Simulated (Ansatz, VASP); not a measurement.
**One calculation of GaCo, two programs**

```xyz
2
Lattice="2.6525 0.0000 0.0000 0.0000 2.6525 0.0000 0.0000 0.0000 3.1137" Properties=species:S:1:pos:R:3 pbc="T T T"
Ga    1.3262    1.3262    1.5569
Co    0.0000    0.0000    0.0000
```

Change from the starting cell: strain -0.080 along x and y, +0.080 along z, atoms carried along.

Alike in both runs: task single point; functional PBEsol; k mesh 16 × 16 × 16; occupations gaussian, width 0.15 eV; no spin polarisation.

|  | VASP | Ansatz |
| --- | --- | --- |
| version | VASP 6.6.1 | Ansatz 0.2.0 |
| potentials or method | VASP PAW PBE potentials, release 64 (Ga_d, Co) | scalar-relativistic, plane waves, PAW |
| plane-wave cutoff (eV) | 520 | 420 |
| valence electrons in the cell | 22 | 30 |

|  | VASP | Ansatz | Ansatz less VASP |
| --- | --- | --- | --- |
| gap on the k mesh at the Fermi level (eV) | none | none | - |
| pressure (GPa) | 11.2 | 11.0 | -0.14 |
| largest component of the traceless stress (GPa) | 5.89 | 5.83 | -0.058 |

A gap of «none» marks a metal or a gap that the smearing closes. With one functional, cell and mesh, what is left measures potentials, basis and numerics. The two sets of potentials don't hold the same shells in valence.

Caveats: the PAW data sets were made with another functional, which shifts forces and pressure a little (VASP). Spin polarisation is off, so any magnetic state and its effect on volume and gap are missing.
